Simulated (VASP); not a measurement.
**KCl in VASP: one cell, several levels of theory**

KCl in the zincblende structure, under +3.9 % strain along [111] alone is computed at one geometry. Runs: PBE, r2SCAN. This is a trial cell built on a prototype, not taken from a measured structure, and it needn't be the compound's ground state.

Program: VASP 6.6.1. PAW datasets, plane waves. Values at 0 K without nuclear motion; spin polarisation is off, and the phase may be a hypothetical one.

### Step 1. The system as given

The cell comes from an earlier relaxation with r2SCAN in another program, then strained, with the atoms relaxed again.

Space group R3m (No. 160), trigonal; conventional cell a = 4.960 Å, c = 12.623 Å, 44.83 Å³ an atom. K has 4 Cl at 3.07–3.09 Å; Cl has 4 K at 3.07–3.09 Å.

Coordinates:

```
CELL_PARAMETERS angstrom
0.09119 3.59847 3.59847
3.59847 0.09119 3.59847
3.59847 3.59847 0.09119
ATOMIC_POSITIONS crystal
K 0.00244 0.00244 0.00244
Cl 0.24756 0.24756 0.24756
```

### Step 2. Single point with PBE

Input file INCAR:

```
ENCUT = 520.000000
SIGMA = 0.020000
EDIFF = 1.00e-07
GGA = PE
PREC = Accurate
IBRION = -1
ISIF = 2
ISMEAR = -1
NBANDS = 15
NELM = 120
NSW = 0
LASPH = .TRUE.
LCHARG = .FALSE.
LWAVE = .FALSE.
LREAL = .FALSE.
```

Input file KPOINTS:

```
KPOINTS created by Atomic Simulation Environment
0
Gamma
6 6 6
0 0 0
```

Input file KPOINTS_OPT:

```
special points
6
Reciprocal
0.0000000000 0.0000000000 0.0000000000 1
-0.5000000000 -0.5000000000 0.0000000000 1
-0.3750000000 -0.3750000000 0.2500000000 1
-0.3750000000 0.0000000000 0.3750000000 1
0.0000000000 0.0000000000 0.5000000000 1
-0.5000000000 -0.2500000000 0.2500000000 1
```

Input file POSCAR:

```
K  Cl
 1.0000000000000000
     0.0911893536000000    3.5984721839999998    3.5984721839999998
     3.5984721839999998    0.0911893536000000    3.5984721839999998
     3.5984721839999998    3.5984721839999998    0.0911893536000000
 K   Cl
   1   1
Cartesian
  0.0177569625137219  0.0177569625137219  0.0177569625137219
  1.8042764678862773  1.8042764678862775  1.8042764678862775
```

The run uses the recommended PBE PAW datasets (16 valence electrons a neutral cell).

Run with:

```sh
$ mpirun -np 1 vasp_std
```

### Step 3. r2SCAN at this geometry

Input file INCAR:

```
ENCUT = 520.000000
SIGMA = 0.010000
EDIFF = 1.00e-07
ALGO = Normal
METAGGA = R2SCAN
PREC = Accurate
IBRION = -1
ISIF = 2
ISMEAR = 0
NBANDS = 15
NELM = 120
NSW = 0
LASPH = .TRUE.
LCHARG = .FALSE.
LWAVE = .FALSE.
LREAL = .FALSE.
```

KPOINTS is that of step 2.

KPOINTS_OPT is that of step 2.

POSCAR is that of step 2.

Q: Predict the outcome of this session. Wanted: for each run, gap; pressure.

The runs gave:

```
 level  gap (eV)  pressure (GPa)
   PBE      4.67           -0.16
r2SCAN      5.26           -0.46
```

**Reading.** The gap spans 4.67 eV (PBE) to 5.26 eV (r2SCAN).
